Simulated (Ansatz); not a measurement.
# GaSb: the cost of one run

Computed with Ansatz 0.2.0 (DFT PBEsol, scalar-relativistic, plane waves, PAW, unless a step's input says otherwise).

The COD entry's cell or inner coordinates are ideal or old and differ from later refinements, so a difference from it is no clean test against experiment.

1 further run of the same task is left out (set aside as unsound or not needed).

## Step 1: Starting point

Symmetry: F-43m, No. 216, cubic system. The conventional cell has a = 6.111 Å, b = 6.111 Å, c = 6.111 Å, α = 90.00°, β = 90.00°, γ = 90.00°. Ga (site symmetry -43m) has 4 Sb at 2.65 Å as nearest neighbours. Sb (site symmetry -43m) is surrounded by 4 Ga at 2.65 Å.

Coordinates:

```cif
data_structure
_symmetry_space_group_name_H-M 'F-43m'
_symmetry_Int_Tables_number 216
_cell_length_a 6.1112
_cell_length_b 6.1112
_cell_length_c 6.1112
_cell_angle_alpha 90.000
_cell_angle_beta 90.000
_cell_angle_gamma 90.000
_cell_volume 228.24
loop_
_atom_site_label
_atom_site_type_symbol
_atom_site_symmetry_multiplicity
_atom_site_Wyckoff_symbol
_atom_site_fract_x
_atom_site_fract_y
_atom_site_fract_z
_atom_site_occupancy
Ga1 Ga 4 a 0.00000 0.00000 0.00000 1
Sb1 Sb 4 c 0.25000 0.25000 0.25000 1
```

It is the result of an earlier relaxation at this level (volume 28.53 Å³/atom; gap on the mesh: none (metal)).

## Step 2: The bulk in the cell of the plane

The input, input.yaml:

```yaml
crystal:
  lattice:
    - [4.3212908981, 0.0, 0.0]
    - [0.0, 4.3212908981, 0.0]
    - [2.160645449, 2.160645449, 3.0556140975]
  atoms:
    - { symbol: Ga, position: [0.0, 0.0, 0.0] }
    - { symbol: Sb, position: [0.75, 0.25, 0.5] }
basis:
  ecutwfc: 420
kpoints:
  mp_grid: { grid: [8, 8, 11] }
hamiltonian:
  xc: pbesol
scf:
  occupations: { method: gaussian, width: 0.1 }
output:
  forces: true
  stress: true
  eigenvalues: true
```

Run with:

```
$ ansatz run input.yaml --threads 1 --pin off --max-ram 2560MiB --backend cpu --events-out ev --progress --plain --runs-dir out
```

What time and memory should one allow on 1 thread of Intel Xeon Platinum 8488C (Sapphire Rapids), shared host?

About 15 s, with a peak of 0.55 GiB.
